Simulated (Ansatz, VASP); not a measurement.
Two plane-wave programs on Sb

```
Sb
1.0
     0.00000    3.40644    3.40644
     3.40644    0.00000    3.40644
     3.40644    3.40644    0.00000
Sb
2
Direct
  0.87500 0.87500 0.87500
  0.12500 0.12500 0.12500
```

Alike in both runs: functional LDA; k mesh 10 × 10 × 10; occupations fermi-dirac, width 0.1 eV; no spin polarisation.

Ansatz relaxed the structure, and its values are those at the end. VASP's run is a single point on that final structure, the one shown.

```csv
,VASP,Ansatz
version,VASP 6.6.1,Ansatz 0.2.0
potentials or method,"VASP PAW LDA potentials, release 64 (Sb)","PAW with Ansatz's default frozen-core files, scalar-relativistic"
plane-wave cutoff (eV),520,420
valence electrons in the cell,10,30
```

```tsv
	VASP	Ansatz	Ansatz less VASP
pressure (GPa)	0.2	0.0	-0.17
```

The two sets of potentials don't hold the same shells in valence.

The runs have no spin-orbit coupling, so splittings on Sb are missing.
